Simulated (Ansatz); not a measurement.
This TiTe2 structure is the end of a relaxation. It was relaxed at this level from a cell as deposited in COD.

Theory: Ansatz, DFT PBE, scalar-relativistic, plane waves, PAW. Cutoff 420 eV, Γ-centred mesh, Gaussian smearing, no spin polarisation.

```
Ti Te
1.0
     3.76902    0.00000    0.00000
    -1.88451    3.26407    0.00000
     0.00000    0.00000    6.89766
Ti Te
1 2
Direct
  0.00000 0.00000 0.00000
  0.66667 0.33333 0.25087
  0.33333 0.66667 0.74913
```

The zero of energy is the elements' standard structures at the same level; no fitted shifts are applied.

(1) What space group does it have?

(2) How far does it lie from the elements in energy?

(3) Is it a metal?

## Answers

(1) P-3m1 (No. 164), the cadmium iodide type. Conventional cell: a = 3.769 Å, c = 6.898 Å. Ti is surrounded by 6 Te at 2.78 Å; Te is surrounded by 3 Ti at 2.78 Å.

(2) −0.70 eV/atom. Whether it is stable depends on the other phases of the system, which aren't compared here.

(3) Yes, bands cross the Fermi level on the 12×12×8 mesh.

The last run used a 12×12×8 mesh (in the run's order of axes) for its 3-atom cell and Gaussian smearing of 0.10 eV. No dispersion correction is applied, so the spacing and binding between layers, chains or molecules are poorly described. These runs have no spin–orbit coupling, which can matter for Te. The reference form of Te is held partly by dispersion forces, which this level lacks. A later test with randomly moved atoms came back to the same energy, though modes that don't fit the test's cell weren't probed.
